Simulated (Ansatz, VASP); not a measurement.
**Two plane-wave programs on Sn**

```xyz
2
Lattice="0.0000 3.1133 3.1133 3.1133 0.0000 3.1133 3.1133 3.1133 0.0000" Properties=species:S:1:pos:R:3 pbc="T T T"
Sn    3.1133    3.1133    3.1133
Sn    4.6699    4.6699    4.6699
```

Alike in both runs: functional LDA; k mesh 14 × 14 × 14; occupations fermi-dirac, width 0.1 eV; no spin polarisation.

Ansatz relaxed the structure, and its values are those at the end. VASP's run is a single point on that final structure, the one shown.

```csv
,VASP,Ansatz
version,VASP 6.6.1,Ansatz 0.2.0
potentials or method,"VASP PAW LDA potentials, release 64 (Sn_d)","PAW with Ansatz's default frozen-core files, scalar-relativistic"
plane-wave cutoff (eV),520,420
valence electrons in the cell,28,28
```

|  | VASP | Ansatz | Ansatz less VASP |
| --- | --- | --- | --- |
| pressure (GPa) | 7.1 | 7.0 | -0.09 |
